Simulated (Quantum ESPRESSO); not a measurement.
# Pt (Fm-3m) in Quantum ESPRESSO: notebook

Runs on Pt. Level: LDA. Tasks: phonons.

Everything below comes from runs of Quantum ESPRESSO 7.5. Logs are shortened: lines on timing, memory, paths and dates and some standing lists are left out, and cuts for length are marked.

**1. The structure**

Symmetry: Fm-3m, No. 225, cubic system. Conventional cell: a = 3.922 Å, b = 3.922 Å, c = 3.922 Å, α = 90.00°, β = 90.00°, γ = 90.00°. Pt (site symmetry m-3m) is surrounded by 12 Pt at 2.77 Å.

**2. Phonons, LDA**

pw.in

```
&CONTROL
  calculation = 'scf'
  prefix = 'pwscf'
  outdir = './tmp'
  pseudo_dir = './pseudo'
  tprnfor = .true.
  tstress = .true.
  disk_io = 'low'
/
&SYSTEM
  ibrav = 0
  nat = 1
  ntyp = 1
  ecutwfc = 45
  ecutrho = 360
  nbnd = 14
  occupations = 'smearing'
  smearing = 'mv'
  degauss = 0.01469973
/
&ELECTRONS
  conv_thr = 2d-10
  electron_maxstep = 120
  mixing_beta = 0.5
/
ATOMIC_SPECIES
Pt   195.0840 pt_lda_v1.4.uspp.F.UPF
CELL_PARAMETERS angstrom
   0.0000000000    1.9609000000    1.9609000000
   1.9609000000    0.0000000000    1.9609000000
   1.9609000000    1.9609000000    0.0000000000
ATOMIC_POSITIONS angstrom
Pt     0.0000000000    0.0000000000    0.0000000000
K_POINTS automatic
10 10 10 0 0 0
```

relax.in

```
&CONTROL
  calculation = 'vc-relax'
  prefix = 'pwscf'
  outdir = './tmp'
  pseudo_dir = './pseudo'
  tprnfor = .true.
  tstress = .true.
  disk_io = 'low'
  nstep = 40
  forc_conv_thr = 0.0001
  etot_conv_thr = 1d-06
/
&SYSTEM
  ibrav = 0
  nat = 1
  ntyp = 1
  ecutwfc = 45
  ecutrho = 360
  nbnd = 14
  occupations = 'smearing'
  smearing = 'mv'
  degauss = 0.01469973
/
&ELECTRONS
  conv_thr = 2d-10
  electron_maxstep = 120
  mixing_beta = 0.5
/
&IONS
  ion_dynamics = 'bfgs'
/
&CELL
  cell_dynamics = 'bfgs'
  press = 0
  press_conv_thr = 0.2
/
ATOMIC_SPECIES
Pt   195.0840 pt_lda_v1.4.uspp.F.UPF
CELL_PARAMETERS angstrom
   0.0000000000    1.9609000000    1.9609000000
   1.9609000000    0.0000000000    1.9609000000
   1.9609000000    1.9609000000    0.0000000000
ATOMIC_POSITIONS angstrom
Pt     0.0000000000    0.0000000000    0.0000000000
K_POINTS automatic
10 10 10 0 0 0
```

scf2.in

```
&CONTROL
  calculation = 'scf'
  prefix = 'pwscf'
  outdir = './tmp'
  pseudo_dir = './pseudo'
  tprnfor = .true.
  tstress = .true.
  disk_io = 'low'
/
&SYSTEM
  ibrav = 0
  nat = 1
  ntyp = 1
  ecutwfc = 45
  ecutrho = 360
  nbnd = 14
  occupations = 'smearing'
  smearing = 'mv'
  degauss = 0.01469973
/
&ELECTRONS
  conv_thr = 1d-13
  electron_maxstep = 120
  mixing_beta = 0.5
  startingpot = 'file'
  startingwfc = 'file'
/
ATOMIC_SPECIES
Pt   195.0840 pt_lda_v1.4.uspp.F.UPF
CELL_PARAMETERS angstrom
   0.0000000000    1.9453199514    1.9453199514
   1.9453199514    0.0000000000    1.9453199514
   1.9453199514    1.9453199514    0.0000000000
ATOMIC_POSITIONS angstrom
Pt     0.0000000000    0.0000000000    0.0000000000
K_POINTS automatic
10 10 10 0 0 0
```

ph.in

```
phonons of Pt
&INPUTPH
  prefix = 'pwscf'
  outdir = './tmp'
  tr2_ph = 1d-18
  fildyn = 'dyn'
  niter_ph = 90
  alpha_mix(1) = 0.4
/
0.5303300859 0.5303300859 -0.0000000000
```

Potentials or basis: GBRV 1.5 LDA.

On the command line:

```sh
$ OMP_NUM_THREADS=1 pw.x -in pw.in > pw.out
$ OMP_NUM_THREADS=1 pw.x -in relax.in > relax.out
$ OMP_NUM_THREADS=1 pw.x -in scf2.in > scf2.out
$ OMP_NUM_THREADS=1 ph.x -in ph.in > ph.out
```

pw.out:

```text
This program is part of the open-source Quantum ESPRESSO suite
     for quantum simulation of materials; please cite
[... 9 lines left out ...]
     --------------------
     sticks:   dense  smooth     PW     G-vecs:    dense   smooth      PW
     Sum         673     349    121                11791     4111     869

     Using Slab Decomposition

     bravais-lattice index     =            0
     lattice parameter (alat)  =       5.2405  a.u.
     unit-cell volume          =     101.7637 (a.u.)^3
     number of atoms/cell      =            1
     number of atomic types    =            1
     number of electrons       =        16.00
     number of Kohn-Sham states=           14
     kinetic-energy cutoff     =      45.0000  Ry
     charge density cutoff     =     360.0000  Ry
     scf convergence threshold =      2.0E-10
     mixing beta               =       0.5000
     number of iterations used =            8  plain     mixing
     Exchange-correlation=  SLA  PZ   NOGX NOGC
                           (   1   1   0   0   0   0   0)

     celldm(1)=   5.240459  celldm(2)=   0.000000  celldm(3)=   0.000000
     celldm(4)=   0.000000  celldm(5)=   0.000000  celldm(6)=   0.000000

[... 8 lines left out ...]
               b(3) = (  0.707107  0.707107 -0.707107 )

     PseudoPot. # 1 for Pt read from file:
     pt_lda_v1.4.uspp.F.UPF
     Pseudo is Ultrasoft + core correction, Zval = 16.0
     Generated by new atomic code, or converted to UPF format
     Using radial grid of  985 points,  6 beta functions with:
                l(1) =   0
                l(2) =   0
                l(3) =   1
                l(4) =   1
                l(5) =   2
                l(6) =   2
     Q(r) pseudized with  8 coefficients,  rinner =    1.300   1.300   1.300
                                                       1.300   1.300

     atomic species   valence    mass     pseudopotential
     Pt               16.00   195.08400     Pt( 1.00)

     48 Sym. Ops., with inversion, found

   Cartesian axes

     site n.     atom                  positions (alat units)
         1        Pt     tau(   1) = (   0.0000000   0.0000000   0.0000000  )

     number of k points=    47  Marzari-Vanderbilt smearing, width (Ry)=  0.0147
                       cart. coord. in units 2pi/alat
        k(    1) = (   0.0000000   0.0000000   0.0000000), wk =   0.0020000
        k(    2) = (   0.0707107   0.0707107  -0.0707107), wk =   0.0160000
        k(    3) = (   0.1414214   0.1414214  -0.1414214), wk =   0.0160000
        k(    4) = (   0.2121320   0.2121320  -0.2121320), wk =   0.0160000
        k(    5) = (   0.2828427   0.2828427  -0.2828427), wk =   0.0160000
        k(    6) = (  -0.3535534  -0.3535534   0.3535534), wk =   0.0080000
[... 39 lines left out ...]
        k(   46) = (  -0.0707107  -0.3535534   0.6363961), wk =   0.0480000
        k(   47) = (  -0.7071068   0.2828427   0.0000000), wk =   0.0240000

     Dense  grid:    11791 G-vectors     FFT dimensions: (  32,  32,  32)

     Smooth grid:     4111 G-vectors     FFT dimensions: (  24,  24,  24)

     Initial potential from superposition of free atoms

     starting charge      15.5000, renormalised to      16.0000

     negative rho (up, down):  1.838E-01 0.000E+00
     Starting wfcs are   12 randomized atomic wfcs +    2 random wfcs

     Self-consistent Calculation

     iteration #  1     ecut=    45.00 Ry     beta= 0.50
     Davidson diagonalization with overlap
     ethr =  1.00E-02,  avg # of iterations =  4.2

     negative rho (up, down):  1.715E-01 0.000E+00

     total energy              =    -210.61812228 Ry
     estimated scf accuracy    <       0.78265058 Ry

     iteration #  2     ecut=    45.00 Ry     beta= 0.50
     Davidson diagonalization with overlap
     ethr =  4.89E-03,  avg # of iterations =  2.0
[... 51 lines left out ...]
     iteration #  8     ecut=    45.00 Ry     beta= 0.50
     Davidson diagonalization with overlap
     ethr =  3.17E-12,  avg # of iterations =  2.5

     negative rho (up, down):  1.714E-01 0.000E+00

     End of self-consistent calculation

          k = 0.0000 0.0000 0.0000 (   531 PWs)   bands (ev):

   -30.3626 -30.3626 -30.3626  11.9086  18.4066  18.4066  18.4066  20.5930
    20.5930  36.8686  41.7626  41.7626  41.7626  47.2018

          k = 0.0707 0.0707-0.0707 (   534 PWs)   bands (ev):

   -30.4088 -30.3692 -30.3692  12.3088  18.2393  18.5575  18.5575  20.5152
    20.5152  37.4693  40.0183  42.3733  42.3733  48.7815

          k = 0.1414 0.1414-0.1414 (   525 PWs)   bands (ev):
[... 131 lines left out ...]
   -30.7889 -30.5553 -30.5307  15.3521  15.8053  21.1529  21.8101  22.5603
    24.8547  31.0471  33.7203  34.4395  42.8372  45.5719

          k = 0.0000-0.5657 0.5657 (   510 PWs)   bands (ev):

   -30.7604 -30.6110 -30.5172  15.6985  16.3360  19.9602  21.2842  22.2795
    27.7321  28.7338  32.6245  35.7710  42.8616  47.3584

          k =-0.7071 0.0000 0.0000 (   524 PWs)   bands (ev):

   -30.8104 -30.5411 -30.5411  15.1166  15.5719  22.2464  22.7175  22.7175
    23.9473  30.9802  33.5461  33.5461  42.3502  45.7226

          k = 0.2828 0.1414 0.0000 (   527 PWs)   bands (ev):

   -30.5733 -30.4449 -30.4050  14.2807  17.3662  18.7961  19.5030  19.9322
    21.4330  37.2407  39.1852  41.4360  41.9597  46.7344

          k = 0.3536 0.2121-0.0707 (   518 PWs)   bands (ev):

   -30.6753 -30.4859 -30.4257  15.3872  17.4189  18.2821  19.5281  20.7004
    22.5336  34.1239  38.1973  39.7596  43.0458  46.2978

          k =-0.2828-0.4243 0.5657 (   517 PWs)   bands (ev):
[... 41 lines left out ...]
   -30.7491 -30.6038 -30.5247  15.9729  16.4998  19.2308  21.0031  22.4269
    27.0888  29.6568  33.1569  35.2039  43.8962  47.0876

          k = 0.0000-0.4243 0.5657 (   520 PWs)   bands (ev):

   -30.6957 -30.6705 -30.5056  16.4124  17.1150  18.4194  20.4129  22.0672
    27.3726  30.2995  31.8397  36.6227  43.1883  47.8574

          k =-0.7071 0.1414 0.0000 (   504 PWs)   bands (ev):

   -30.7850 -30.5672 -30.5423  15.5021  15.9102  20.6551  21.6646  22.7190
    26.2897  30.1028  33.0966  34.0236  44.0448  45.5821

          k =-0.1414-0.4243 0.7071 (   515 PWs)   bands (ev):

   -30.7227 -30.6152 -30.5104  16.6381  17.0162  17.8874  20.6232  22.0431
    26.2701  31.3423  32.7085  36.0994  44.9086  45.7091

          k =-0.0707-0.3536 0.6364 (   512 PWs)   bands (ev):

   -30.7014 -30.6537 -30.5241  16.6949  17.3076  17.8199  20.2569  22.3843
    28.1634  29.4644  32.5023  35.2364  44.7761  46.9803

          k =-0.7071 0.2828 0.0000 (   512 PWs)   bands (ev):

   -30.7183 -30.6351 -30.5442  16.3445  16.9082  18.5190  20.4677  22.7211
    29.1541  29.3066  31.5995  34.2767  46.0117  47.7275

     the Fermi energy is    22.2391 ev

!    total energy              =    -210.80333118 Ry
     estimated scf accuracy    <          3.1E-12 Ry
     smearing contrib. (-TS)   =       0.00006997 Ry
     internal energy E=F+TS    =    -210.80340115 Ry

     The total energy is F=E-TS. E is the sum of the following terms:
     one-electron contribution =     -20.12276320 Ry
     hartree contribution      =      24.48306127 Ry
     xc contribution           =     -56.79041187 Ry
     ewald contribution        =    -158.37328735 Ry

     convergence has been achieved in   8 iterations

     negative rho (up, down):  1.714E-01 0.000E+00

     Forces acting on atoms (cartesian axes, Ry/au):

     atom    1 type  1   force =     0.00000000    0.00000000    0.00000000

     Total force =     0.000000     Total SCF correction =     0.000000

     Computing stress (Cartesian axis) and pressure

     negative rho (up, down):  1.714E-01 0.000E+00
          total   stress  (Ry/bohr**3)                   (kbar)     P=      -71.01
  -0.00048269   0.00000000  -0.00000000          -71.01        0.00       -0.00
   0.00000000  -0.00048269   0.00000000            0.00      -71.01        0.00
  -0.00000000  -0.00000000  -0.00048269           -0.00       -0.00      -71.01

=------------------------------------------------------------------------------=
   JOB DONE.
=------------------------------------------------------------------------------=
```

relax.out:

```text
This program is part of the open-source Quantum ESPRESSO suite
     for quantum simulation of materials; please cite
[... 9 lines left out ...]
     --------------------
     sticks:   dense  smooth     PW     G-vecs:    dense   smooth      PW
     Sum         673     349    121                11791     4111     869
[... 1987 lines left out ...]
  -0.00000696   0.00000000   0.00000000           -1.02        0.00        0.00
   0.00000000  -0.00000696   0.00000000            0.00       -1.02        0.00
   0.00000000   0.00000000  -0.00000696            0.00        0.00       -1.02

=------------------------------------------------------------------------------=
   JOB DONE.
=------------------------------------------------------------------------------=
```

scf2.out:

```text
This program is part of the open-source Quantum ESPRESSO suite
     for quantum simulation of materials; please cite
[... 9 lines left out ...]
     --------------------
     sticks:   dense  smooth     PW     G-vecs:    dense   smooth      PW
     Sum         673     337    121                11575     4015     821
[... 401 lines left out ...]
  -0.00000687   0.00000000   0.00000000           -1.01        0.00        0.00
   0.00000000  -0.00000687   0.00000000            0.00       -1.01        0.00
   0.00000000   0.00000000  -0.00000687            0.00        0.00       -1.01

=------------------------------------------------------------------------------=
   JOB DONE.
=------------------------------------------------------------------------------=
```

It took 5.4 min on 1 thread of Arm Neoverse V2, shared host; peak memory 0.09 GiB.

What came out:

```yaml
Free_energy: -2868.1322 eV
Relaxed_volume: 14.72 Å³/atom
Relaxed_cell: a = 2.751 Å, b = 2.751 Å, c = 2.751 Å, α = 60.00°, β = 60.00°, γ = 60.00°
Space_group_after_relaxing_to_0.05_Å: Fm-3m (No. 225)
Pressure_after_relaxing: -0.1 GPa
Band_gap_on_the_k_mesh: none (metal or under the smearing width)
Highest_phonon_frequency_at_the_q_point_run: 197 cm⁻¹
```

The path:
```tsv
step	energy change (eV)	largest force (eV/Å)	pressure (GPa)	volume (Å³)
1	0.0000	0.0000	-7.10	15.08
2	-0.0056	0.0000	4.07	14.54
3	-0.0080	0.0000	-0.20	14.73
4	-0.0080	0.0000	0.00	14.72
```

Final structure:
```yaml
crystal:
  lattice:
    - [0.00000, 1.94532, 1.94532]
    - [1.94532, 0.00000, 1.94532]
    - [1.94532, 1.94532, 0.00000]
  atoms:
    - { symbol: Pt, position: [0.00000, 0.00000, 0.00000] }
```

Phonon frequencies in cm⁻¹ (negative: imaginary):
```
              q point  frequencies
(0.375, 0.375, 0.750)  131 173 197
```

Phonon modes at q = (0.375, 0.375, 0.750) in reciprocal lattice units:
```
mode  symmetry  cm⁻¹
   1       B_1   131
   2       A_1   173
   3       B_2   197
```

Caveat: the mesh is thin for the phonons of a metal; the q point doesn't lie on the k mesh, which can shift a metal's frequencies strongly unless the mesh is converged.

(Continued in part 2 of 4.)
